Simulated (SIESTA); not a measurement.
## Pd under changes of volume

One of the cells (15.045 Å³/atom); the others are scaled copies at fixed shape and fractional positions:

```
Pd
1.0
     0.00000    1.95939    1.95939
     1.95939    0.00000    1.95939
     1.95939    1.95939    0.00000
Pd
1
Direct
  0.00000 0.00000 0.00000
```

| Property | Result |
| --- | --- |
| Program | SIESTA 5.4.2 |
| Functional | PBEsol |
| Potentials or basis | PseudoDojo 0.4 standard (PBEsol files) |
| Basis | DZP (energy shift 0.003 Ry; two zetas on semicore shells) |
| Grid cutoff | 800 Ry |
| Energy shift | 0.003 Ry |
| k mesh | 12 × 12 × 12 |
| Occupations | fermi-dirac, width 0.05 eV |
| Spin | no spin polarisation |

```csv
volume (Å³/atom),energy over the lowest point (meV/atom),pressure (GPa)
13.865,?,?
14.160,7.19,6.2
14.455,0.00,1.8
15.045,8.79,-5.7
15.340,22.18,-8.5
15.635,40.61,-11.2
```

**Question.** What does the run at 13.865 Å³/atom give?

**Answer.** Energy over the lowest point 22.74 meV/atom; pressure 11.1 GPa.

Worked out: A Birch-Murnaghan fit of order 3 (a polynomial in V^(-2/3)) to the other rows has its minimum at 14.56 Å³/atom with B0 = V·E''(V) = 203 GPa and B' = 7.2. It gives 23.85 meV/atom at 13.865 Å³/atom, against the run's 22.74, and -dE/dV = 11.9 GPa, against 11.1.

Energies are extrapolated to zero smearing.

Caveats: the basis of atomic orbitals isn't converged, which shifts pressures, moduli and gaps.
